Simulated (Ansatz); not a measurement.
Starting cell, MgF2 (rutile):

```
CELL_PARAMETERS angstrom
      9.39675     0.00000     0.00000
      0.00000     4.69838     0.00000
      0.00000     0.00000     3.09284
ATOMIC_POSITIONS crystal
  Mg 0.00000 0.00000 0.00000
  Mg 0.50000 0.00000 0.00000
  Mg 0.25000 0.50000 0.50000
  Mg 0.75000 0.50000 0.50000
  F  0.15179 0.30358 0.00000
  F  0.65179 0.30358 0.00000
  F  0.40179 0.19642 0.50000
  F  0.90179 0.19642 0.50000
  F  0.09821 0.80358 0.50000
  F  0.59821 0.80358 0.50000
  F  0.34821 0.69642 0.00000
  F  0.84821 0.69642 0.00000
```

A phonon eigenvector at X = (0.5, 0.0, 0.0) is frozen into this cell: atom i moves by Q times the vector below, so Q is the largest atomic displacement, in Å. The cell is held. It is one choice among 2 degenerate patterns. (q is in reciprocal vectors of the primitive cell; the cell shown is doubled to hold the pattern.)

```tsv
atom	x	y	z
Mg1	-0.330	0.944	0.000
Mg2	0.330	-0.944	0.000
Mg3	0.067	0.190	0.000
Mg4	-0.067	-0.190	0.000
F5	0.815	-0.221	0.000
F6	-0.815	0.221	0.000
F7	0.387	-0.668	0.000
F8	-0.387	0.668	0.000
F9	-0.672	0.531	0.000
F10	0.672	-0.531	0.000
F11	-0.601	0.462	0.000
F12	0.601	-0.462	0.000
```

Calculation: PBE (plane waves to 420 eV, PAW, scalar-relativistic; Ansatz, a quantum-chemistry and plane-wave program). k mesh 4×7×11 (Γ-centred), Fermi-Dirac smearing 0.05 eV. E stands for the smeared free energy. Stress and pressure are positive under compression. MgF2 was relaxed with its symmetry unable to fall. ΔE is measured from the undisplaced structure.

```
Q (Å)   ΔE (eV/cell)  P (GPa)  −dE/dQ from forces (eV/Å)
------  ------------  -------  -------------------------
-0.280         1.411     2.09                     10.308
-0.233         0.973     1.42                      8.474
-0.187         0.620     0.89                      6.704
-0.140         0.347     0.49                      4.985
-0.093         0.154     0.22                      3.303
-0.047         0.038     0.05                      1.646
0.000          0.000     0.00                      0.000
0.047          0.038     0.05                     -1.646
0.093          0.154     0.22                     -3.303
0.140          0.347     0.49                     -4.985
0.187          0.620     0.89                     -6.704
0.233          0.973     1.42                     -8.474
0.280          1.411     2.09                    -10.308
```

Key numbers:

The energy at Q = 0.280 Å is 1411 meV/cell. Space group of the distorted cell: Pm (No. 6), lowered from P4_2/mnm. Symmetry of the curve: even: the same for both signs. Shape of the curve: a single well with its minimum at or next to zero displacement. Harmonic wavenumber from the curvature (finite differences): 253 cm⁻¹. Wavenumber by perturbation theory (DFPT, on another k mesh): 253 cm⁻¹.

(A displaced cell: forces are minus the slopes of the energy, force constants its curvatures, and phonons follow from these.)
